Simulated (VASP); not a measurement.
CeO: single point with PBEsol+U

Crystal: CeO.

```xyz
2
Lattice="0.0000 2.6332 2.6332 2.6332 0.0000 2.6332 2.6332 2.6332 0.0000" Properties=species:S:1:pos:R:3 pbc="T T T"
Ce    0.0000    0.0000    0.0000
O     1.3166    1.3166    1.3166
```

The cell comes from a database or a generator and needn't be the stable form of this composition.

- Program: VASP 6.6.1
- Task: single point
- Functional: PBEsol
- Potentials or basis: VASP PAW PBE potentials, release 64 (Ce, O)
- Cutoff: 520 eV
- k mesh: 6 × 6 × 6
- Occupations: gaussian, width 0.05 eV
- Spin: collinear spin, ferromagnetic start
- Starting moments: [1.0, 0.0] μB
- Hubbard terms: Ce f U = 5 eV
- Further INCAR settings: ALGO = Normal; EDIFF = 1e-06; NBANDS = 20

```
Pressure                                              : 18.4 GPa
Band gap on the k mesh                                : none (metal or under the smearing width)
Net moment                                            : 1.49 μB per cell
Site moments                                          : Ce +1.15; O -0.04 μB
Valence electrons inside the program's atomic spheres : Ce 9.85; O 5.04
```

Levels at points of the mesh, in eV from the Fermi level:
Spin up:
```csv
k point,band 8,band 9,band 10,band 11,band 12,band 13
"(0.00, 0.00, 0.00)",-6.89,-3.39,-0.69,1.69,1.69,1.69
"(0.50, 0.00, 0.00)",-5.45,-2.44,0.24,1.42,1.55,1.55
"(0.50, 0.50, 0.00)",-4.88,-2.42,-0.84,0.74,2.14,2.14
```
Spin down:
| k point | band 5 | band 6 | band 7 | band 8 | band 9 | band 10 | band 11 | band 12 |
| --- | --- | --- | --- | --- | --- | --- | --- | --- |
| (0.00, 0.00, 0.00) | -17.34 | -6.80 | -6.80 | -6.80 | -1.37 | 2.34 | 2.34 | 2.34 |
| (0.50, 0.00, 0.00) | -16.55 | -6.15 | -6.15 | -5.20 | 0.47 | 1.91 | 2.02 | 2.02 |
| (0.50, 0.50, 0.00) | -15.87 | -7.08 | -4.85 | -4.85 | 0.16 | 0.31 | 2.61 | 2.72 |

Eigenvalues of the final occupation matrices:
```csv
site,spin,trace,eigenvalues
site 1 f,1,1.00,0.01 0.01 0.01 0.02 0.02 0.02 0.90
site 1 f,2,0.09,0.01 0.01 0.01 0.01 0.01 0.01 0.03
```

Run time: 22 s on 1 thread of Intel(R) Xeon(R) 6975P-C (Granite Rapids), on a shared host, peak memory 0.19 GiB.

Caveat: the magnetic or orbital state may not be the lowest; the PAW data sets were made with another functional, which shifts forces and pressure a little; spin-orbit coupling is left out, which moves the levels of the heavy elements. The state reached can hang on the start; a lower one may exist.
